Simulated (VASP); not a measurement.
Method: vdW-DF2, VASP's PBE PAW potentials (set 64) (plane waves; VASP).

The input files of a VASP run:

File POSCAR:
```
CaF2
1
    0.0000000000     2.7754925560     2.7754925560
    2.7754925560     0.0000000000     2.7754925560
    2.7754925560     2.7754925560     0.0000000000
Ca F
1 2
Direct
  0.0000000000   1.0000000000   0.0000000000
  0.2500000000   0.2500000000   0.2500000000
  0.7500000000   0.7500000000   0.7500000000
```

**KPOINTS**
```
Automatic
0
gamma
8 8 8
```

INCAR:
```
AGGAC=0.0
ALGO=Normal
EDIFF=1E-7
ENCUT=520
GGA=ML
ISIF=2
ISMEAR=-5
LASPH=T
LCHARG=T
LEFG=T
LORBIT=11
LREAL=F
LUSE_VDW=T
LWAVE=F
NEDOS=601
NELM=100
PREC=Accurate
SYSTEM=CaF2
ZAB_VDW=-1.8867
```

POTCAR, in this order: Ca_sv F (PBE.64 set). Program: vasp_std.

The run wrote:

File OSZICAR:
```
       N       E                     dE             d eps       ncg     rms          rms(c)
DAV:   1     0.226643467315E+03    0.22664E+03   -0.13882E+04   928   0.151E+03
DAV:   2    -0.461248496435E+01   -0.23126E+03   -0.22961E+03  1208   0.386E+02
DAV:   3    -0.138204642684E+02   -0.92080E+01   -0.92021E+01  1064   0.879E+01
DAV:   4    -0.141495443612E+02   -0.32908E+00   -0.32901E+00  1576   0.127E+01
DAV:   5    -0.141520082289E+02   -0.24639E-02   -0.24638E-02  1040   0.116E+00    0.919E+00
DAV:   6    -0.122241951952E+02    0.19278E+01   -0.10887E+01   944   0.223E+01    0.315E+00
DAV:   7    -0.121823103377E+02    0.41885E-01   -0.28763E-01  1216   0.467E+00    0.165E+00
DAV:   8    -0.121288066950E+02    0.53504E-01   -0.55459E-02  1096   0.238E+00    0.190E-01
DAV:   9    -0.121259564180E+02    0.28503E-02   -0.64259E-03  1208   0.562E-01    0.907E-02
DAV:  10    -0.121254324539E+02    0.52396E-03   -0.11595E-03  1088   0.258E-01    0.189E-02
DAV:  11    -0.121254182907E+02    0.14163E-04   -0.16920E-04  1264   0.947E-02    0.240E-02
DAV:  12    -0.121254070145E+02    0.11276E-04   -0.41482E-05  1168   0.583E-02    0.296E-03
DAV:  13    -0.121254068222E+02    0.19225E-06   -0.27853E-06  1352   0.143E-02    0.102E-03
DAV:  14    -0.121254066400E+02    0.18222E-06   -0.20900E-07   984   0.398E-03    0.257E-04
DAV:  15    -0.121254066068E+02    0.33268E-07   -0.31139E-08   632   0.181E-03
   1 F= -.12125407E+02 E0= -.12125407E+02  d E =0.000000E+00
```

File OUTCAR:
```
------------------------ aborting loop because EDIFF is reached ----------------------------------------
  FORCE on cell =-STRESS in cart. coord.  units (eV):
  Direction    XX          YY          ZZ          XY          YZ          ZX
  --------------------------------------------------------------------------------------
  Total       -0.0066943     -0.0066943     -0.0066943      0.0000000      0.0000000      0.0000000
  in kB       -0.2508206     -0.2508206     -0.2508206      0.0000000      0.0000000      0.0000000
  external PRESSURE =      -0.2508206 kB  Pullay stress =       0.0000000 kB
  volume of cell :       42.76
      direct lattice vectors                 reciprocal lattice vectors
     0.000000000  2.775492556  2.775492556    -0.180148204  0.180148204  0.180148204
     2.775492556  0.000000000  2.775492556     0.180148204 -0.180148204  0.180148204
     2.775492556  2.775492556  0.000000000     0.180148204  0.180148204 -0.180148204
 POSITION                                       TOTAL-FORCE (eV/Angst)
 -----------------------------------------------------------------------------------
      0.00000      0.00000      0.00000        -0.000000     -0.000000     -0.000000
      1.38775      1.38775      1.38775         0.000000      0.000000     -0.000000
      4.16324      4.16324      4.16324        -0.000000     -0.000000      0.000000
 -----------------------------------------------------------------------------------
    total drift:                                0.000000     -0.000000      0.000000
  FREE ENERGIE OF THE ION-ELECTRON SYSTEM (eV)
  ---------------------------------------------------
  free  energy   TOTEN  =       -12.1254066068 eV

  energy  without entropy=      -12.1254066068  energy(sigma->0) =      -12.12540661

 total charge

# of ion       s       p       d       tot
------------------------------------------
    1        2.015   5.857   0.193   8.065
    2        1.723   4.377   0.000   6.099
    3        1.723   4.377   0.000   6.099
--------------------------------------------------
tot          5.460  14.611   0.193  20.264

 Electric field gradients after diagonalization (V/A^2)
 (convention: |V_zz| > |V_xx| > |V_yy|)
----------------------------------------------------------------------
 ion       V_xx      V_yy      V_zz     asymmetry (V_yy - V_xx)/ V_zz
----------------------------------------------------------------------
   1      -0.000    -0.000     0.001       0.000
   2      -0.002    -0.002     0.003       0.000
   3      -0.002    -0.002     0.003       0.000
```
(Selected blocks of OUTCAR.)

The compound is CaF2 in the fluorite structure. It was relaxed first, which changed the volume by +5 %.
